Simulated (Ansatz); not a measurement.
## SiO₂: strain energy, fitted

SiO₂, P6_422, a = 5.039 Å, c = 5.525 Å. This isn't the usual stable structure of the compound. Ansatz: LDA, PAW, 420 eV, Γ-centred 6×6×4 mesh on 9 atoms, Gaussian smearing 0.02 eV; no spin polarisation. Series: strain along c alone, the other axes held, atoms relaxed; x is the strain in per cent. y is the free energy over the unstrained cell, V0 = 13.497 Å³/atom.

| x (%) | y (meV/atom) |
| --- | --- |
| -2.0 | ? |
| -1.0 | 0.87 |
| 0.0 | 0.00 |
| 1.0 | 0.89 |
| 2.0 | 3.40 |

Question: Fit y = c2 x² + c3 x³ to the other rows, turn c2 into a modulus, and predict the missing energy.

Answer: Least squares on the rows shown. y = 0.8702 x² − 0.009512 x³. In eV per unit strain² c2 is 8.702; this is C33 with relaxed ions (E = ½ C33 V0 ε²): 2 × 8.702 × 160.2 / (13.497) = 207 GPa. At x = -2.0 the fit asked for gives 3.56 meV/atom. The run gave 3.46 meV/atom, so the fit is 0.10 meV/atom too high, a small miss on the scale of the series. The form still works here, 33 % of the fitted range beyond its end.

Cost: 5 runs of about 1.3 core-minutes in all, on Oxide Virtual Turin-like Processor (Zen 5) (shared hosts).